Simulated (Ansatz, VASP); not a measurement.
One calculation of NaI, two programs

The input INCAR:

```
SYSTEM = NaI
PREC = Accurate
ENCUT = 520
EDIFF = 1E-6
ISMEAR = -1
SIGMA = 0.05
LREAL = .False.
LASPH = .True.
NELM = 60
ALGO = Normal
ISIF = 2
LWAVE = .False.
LCHARG = .True.
GGA = CA
LELF = .True.
LVHAR = .True.
NBANDS = 14
```

File KPOINTS:

```
Automatic mesh
0
Gamma
  7 7 7
  0 0 0
```

The input POSCAR:

```
NaI
1.0
    0.0000000000      3.2789890945      3.2789890945
    3.2789890945      0.0000000000      3.2789890945
    3.2789890945      3.2789890945      0.0000000000
I Na
1 1
Direct
    0.5000000000      0.5000000000      0.5000000000
    0.0000000000      0.0000000000      0.0000000000
```

Contents of input.yaml:

```yaml
crystal:
  lattice:
    - [0.0, 3.2789890945, 3.2789890945]
    - [3.2789890945, 0.0, 3.2789890945]
    - [3.2789890945, 3.2789890945, 0.0]
  atoms:
    - { symbol: I, position: [0.5, 0.5, 0.5] }
    - { symbol: Na, position: [0.0, 0.0, 0.0] }
hamiltonian:
  xc: lda
  pseudopotentials: { kind: paw }
kpoints:
  mp_grid: { grid: [7, 7, 7] }
scf:
  occupations: { method: fermi_dirac, width: 0.05 }
output:
  forces: true
  stress: true
  eigenvalues: true
  write_density: true
  write_potential: true
  elf: true
  volumetric_format: npy
```

Alike in both runs: task single point; functional LDA; k mesh 7 × 7 × 7; occupations fermi-dirac, width 0.05 eV; no spin polarisation.

```csv
,VASP,Ansatz
version,VASP 6.6.1,Ansatz 0.2.0
potentials or method,"VASP PAW LDA potentials, release 64 (I, Na_pv)",Ansatz PAW
plane-wave cutoff (eV),520,420
valence electrons in the cell,14,26
```

```csv
,VASP,Ansatz,Ansatz less VASP
gap on the k mesh at the Fermi level (eV),3.25,3.24,-0.012
least direct gap on the mesh (eV),3.25,3.24,-0.012
pressure (GPa),-2.1,-2.1,-0.02
```

The two sets of potentials don't hold the same shells in valence.

Caveats: spin-orbit coupling is left out, which moves the levels of the heavy elements; odd divisions of the mesh miss points on the zone boundary, where band edges often lie, so the gap on the mesh can be too wide (Ansatz); the PAW data sets come from PBE, with cores solved anew for the run's functional, which leaves a small shift of forces and pressure (Ansatz). LDA gaps usually lie below the measured ones, often by a third to a half.
